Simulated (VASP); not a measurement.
## VASP 6.6.1 run: MgS

INCAR

```
NELM = 120
EDIFF = 1E-7
NSW = 0
ISIF = 2
ISMEAR = -1
NBANDS = 11
PREC = Accurate
IBRION = -1
LWAVE = .FALSE.
ENCUT = 800
GGA = PE
SIGMA = 0.02
LASPH = .TRUE.
LREAL = .FALSE.
LCHARG = .FALSE.
```

KPOINTS

```
KPOINTS created by Atomic Simulation Environment
0
Gamma
8 8 8
0 0 0
```

POSCAR

```
Mg S
 1.0000000000000000
     0.0000000000000000    2.8308768411999998    2.7742593044000001
     2.8308768411999998    0.0000000000000000    2.7742593044000001
     2.8308768411999998    2.8308768411999998    0.0000000000000000
 Mg  S
   1   1
Cartesian
  0.0000000000000000  0.0000000000000000  0.0000000000000000
  1.4154384205999999  1.4154384205999999  1.3871296522000001
```

The recommended PBE PAW datasets give the neutral cell 8 valence electrons.

Command

```
mpirun -np 1 vasp_std
```

How does this run end, and what does it give?

It converged. Results: gap between bands v and c on the k mesh 3.52 eV; least direct gap on the k mesh 3.52 eV; pressure 2.2 GPa. Band v is the last that the valence electrons fill when counted band by band, and c is the next.

OSZICAR

```
N       E                     dE             d eps       ncg     rms          rms(c)
DAV:   1     0.332868091700E+02    0.33287E+02   -0.43399E+03  1298   0.827E+02
DAV:   2    -0.634074814139E+01   -0.39628E+02   -0.38238E+02  1655   0.115E+02
DAV:   3    -0.895295547556E+01   -0.26122E+01   -0.26062E+01  1593   0.318E+01
DAV:   4    -0.897579037144E+01   -0.22835E-01   -0.22832E-01  1637   0.349E+00
DAV:   5    -0.897602846842E+01   -0.23810E-03   -0.23809E-03  1619   0.355E-01    0.409E+00
DAV:   6    -0.849018002353E+01    0.48585E+00   -0.11988E+00  1451   0.410E+00    0.315E+00
DAV:   7    -0.845475078405E+01    0.35429E-01   -0.27207E-01  1529   0.214E+00    0.246E+00
DAV:   8    -0.846223842031E+01   -0.74876E-02   -0.22798E-02  1463   0.923E-01    0.138E+00
DAV:   9    -0.846139874964E+01    0.83967E-03   -0.23482E-03  1475   0.243E-01    0.429E-01
DAV:  10    -0.846159941628E+01   -0.20067E-03   -0.63121E-04  1478   0.119E-01    0.903E-02
DAV:  11    -0.846160366259E+01   -0.42463E-05   -0.54279E-05  1585   0.303E-02    0.512E-02
DAV:  12    -0.846160510920E+01   -0.14466E-05   -0.63902E-06  1505   0.128E-02    0.601E-03
DAV:  13    -0.846160511109E+01   -0.18887E-08   -0.26407E-07  1620   0.268E-03
   1 F= -.84616051E+01 E0= -.84616051E+01  d E =-.804169E-11
```

For comparison, a separate PBE run of the intended cell, on usual settings and not on those above, gives a gap of 3.52 eV on its mesh and a pressure of 2.2 GPa.
